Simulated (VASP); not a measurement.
Write the native input for VASP 6.6.1 that does the following.

```yaml
Task: phonon dispersion
Functional: PBEsol
Potentials_or_basis: VASP PAW PBE potentials, release 64 (K_sv)
Cutoff: 520 eV
k_mesh: 2 × 2 × 2
Occupations: methfessel-paxton, width 0.1 eV
Spin: no spin polarisation
Long-range_dipole_term: no
Supercell_matrix: "[3, 0, 0, 0, 3, 0, 0, 0, 3]"
Further_INCAR_settings: LREAL = Auto; ALGO = Normal; EDIFF = 1e-07; IBRION = 6; POTIM = 0.015; NSW = 1
```

The structure of K lies in POSCAR:

```
K
1.0
   -7.8375000000      7.8375000000      7.8375000000
    7.8375000000     -7.8375000000      7.8375000000
    7.8375000000      7.8375000000     -7.8375000000
K
27
Direct
    0.0000000000      0.0000000000      0.0000000000
    0.0000000000      0.0000000000      0.3333333333
    0.0000000000      0.0000000000      0.6666666667
    0.0000000000      0.3333333333      0.0000000000
    0.0000000000      0.3333333333      0.3333333333
    0.0000000000      0.3333333333      0.6666666667
    0.0000000000      0.6666666667      0.0000000000
    0.0000000000      0.6666666667      0.3333333333
    0.0000000000      0.6666666667      0.6666666667
    0.3333333333      0.0000000000      0.0000000000
    0.3333333333      0.0000000000      0.3333333333
    0.3333333333      0.0000000000      0.6666666667
    0.3333333333      0.3333333333      0.0000000000
    0.3333333333      0.3333333333      0.3333333333
    0.3333333333      0.3333333333      0.6666666667
    0.3333333333      0.6666666667      0.0000000000
    0.3333333333      0.6666666667      0.3333333333
    0.3333333333      0.6666666667      0.6666666667
    0.6666666667      0.0000000000      0.0000000000
    0.6666666667      0.0000000000      0.3333333333
    0.6666666667      0.0000000000      0.6666666667
    0.6666666667      0.3333333333      0.0000000000
    0.6666666667      0.3333333333      0.3333333333
    0.6666666667      0.3333333333      0.6666666667
    0.6666666667      0.6666666667      0.0000000000
    0.6666666667      0.6666666667      0.3333333333
    0.6666666667      0.6666666667      0.6666666667
```

One way to write it, as run:

INCAR

```
SYSTEM = K
ALGO = Normal
EDIFF = 1E-7
ENCUT = 520
GGA = PS
IBRION = 6
ISIF = 2
ISMEAR = 1
LASPH = .TRUE.
LCHARG = .FALSE.
LPHON_DISPERSION = .TRUE.
LREAL = Auto
LWAVE = .FALSE.
NELM = 80
NFREE = 2
NSW = 1
PHON_NWRITE = -3
POTIM = 0.015
PREC = Accurate
SIGMA = 0.1
```

KPOINTS

```
k-points
0
G
  2 2 2
  0 0 0
```

QPOINTS

```
path GHNGPH,PN
8
line-mode
reciprocal
 0.0000000000  0.0000000000  0.0000000000  G
 0.5000000000 -0.5000000000  0.5000000000  H

 0.5000000000 -0.5000000000  0.5000000000  H
 0.0000000000  0.0000000000  0.5000000000  N

 0.0000000000  0.0000000000  0.5000000000  N
 0.0000000000  0.0000000000  0.0000000000  G

 0.0000000000  0.0000000000  0.0000000000  G
 0.2500000000  0.2500000000  0.2500000000  P

 0.2500000000  0.2500000000  0.2500000000  P
 0.5000000000 -0.5000000000  0.5000000000  H

 0.2500000000  0.2500000000  0.2500000000  P
 0.0000000000  0.0000000000  0.5000000000  N
```

Potentials or basis: VASP PAW PBE potentials, release 64 (K_sv).

Launch:

```bash
$ cat potpaw_PBE.64/K_sv/POTCAR > POTCAR
$ mpirun -np 4 vasp_std > vasp.out
```

It gave:

The highest phonon frequency is 76 cm⁻¹.

Run time: 16 min on 4 MPI ranks on Intel(R) Xeon(R) 6975P-C (Granite Rapids), with other jobs on the host, peak memory 0.85 GiB a rank.
